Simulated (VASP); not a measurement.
```
CELL_PARAMETERS angstrom
      4.09802     0.00000     0.00000
      0.00000     4.09802     0.00000
      0.00000     0.00000     4.09802
ATOMIC_POSITIONS crystal
  Ba 0.00000 0.00000 0.00000
  Sn 0.50000 0.50000 0.50000
  O  0.50000 0.00000 0.50000
  O  0.00000 0.50000 0.50000
  O  0.50000 0.50000 0.00000
```

All values below come from LDA (Ceperley-Alder, Perdew-Zunger), VASP's LDA PAW potentials (set 64) (plane waves; VASP 6.6.1). Run with 520 eV cut-off, Gaussian smearing of 0.050 eV, potentials Ba_sv Sn_d O.

Unless said otherwise, spin-orbit coupling is left out, though it shifts the bands of the heavy elements here.

### Question
Give the energies of bands 13 to 24 at the high-symmetry points, in eV from the valence-band maximum.

### Answer

```json
[
 {"band": "13", "Γ": "-4.66", "X": "-4.88", "M": "-6.87", "R": "-9.11"},
 {"band": "14", "Γ": "-4.66", "X": "-4.88", "M": "-4.38", "R": "-1.50"},
 {"band": "15", "Γ": "-4.66", "X": "-4.62", "M": "-3.05", "R": "-1.50"},
 {"band": "16", "Γ": "-1.09", "X": "-2.31", "M": "-1.77", "R": "-1.50"},
 {"band": "17", "Γ": "-1.09", "X": "-1.87", "M": "-1.77", "R": "-0.70"},
 {"band": "18", "Γ": "-1.09", "X": "-1.23", "M": "-1.14", "R": "-0.70"},
 {"band": "19", "Γ": "-0.52", "X": "-1.23", "M": "-1.14", "R": "0.00"},
 {"band": "20", "Γ": "-0.52", "X": "-1.01", "M": "-0.72", "R": "0.00"},
 {"band": "21", "Γ": "-0.52", "X": "-1.01", "M": "-0.08", "R": "0.00"},
 {"band": "22", "Γ": "1.00", "X": "5.03", "M": "6.79", "R": "5.19"},
 {"band": "23", "Γ": "4.77", "X": "6.72", "M": "7.73", "R": "5.19"},
 {"band": "24", "Γ": "4.77", "X": "7.06", "M": "8.13", "R": "5.19"}
]
```

The gap is indirect, 1.00 eV, from the valence maximum at R to the conduction minimum at Γ.

Measured: gap 2.95 eV (computed value off by -1.95 eV), as given by Hyung Joon Kim et al., Physical Review B (2012), arXiv:1207.0764.

The compound is BaSnO3 in the cubic perovskite structure. It was relaxed first.
